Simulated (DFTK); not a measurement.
# Sn under changes of volume

One of the cells (33.803 Å³/atom); the others are scaled copies at fixed shape and fractional positions:

```
CELL_PARAMETERS angstrom
0.00000 3.23334 3.23334
3.23334 0.00000 3.23334
3.23334 3.23334 0.00000
ATOMIC_POSITIONS crystal
Sn 0.75000 0.75000 0.75000
Sn 0.50000 0.50000 0.50000
```

This isn't the form of Sn at room conditions, which is tetragonal (white tin).

```yaml
Program: DFTK 0.8.2
Functional: PBEsol
Potentials_or_basis: dojo.nc.sr.pbesol.v0_4_1.standard.upf (PBEsol)
Cutoff: 980 eV
k_mesh: 7 × 7 × 7
Occupations: fermi-dirac, width 0.05 eV
Spin: no spin polarisation
```

| volume (Å³/atom) | energy over the lowest point (meV/atom) | pressure (GPa) |
| --- | --- | --- |
| 31.775 | 48.45 | 5.2 |
| 32.451 | 29.25 | 3.9 |
| 33.127 | 15.33 | 2.7 |
| 33.803 | 6.14 | 1.7 |
| 34.479 | 1.19 | 0.7 |
| 35.155 | 0.00 | -0.1 |
| 35.831 | ? | ? |

Problem. What does the run at 35.831 Å³/atom give?

Solution. Energy over the lowest point 2.12 meV/atom; pressure -0.8 GPa.

Worked out: A Birch-Murnaghan fit of order 3 (a polynomial in V^(-2/3)) to the other rows has its minimum at 35.04 Å³/atom with B0 = V·E''(V) = 42 GPa and B' = 4.8. It gives 2.20 meV/atom at 35.831 Å³/atom, against the run's 2.12, and -dE/dV = -0.9 GPa, against -0.8.

Energies are extrapolated to zero smearing.
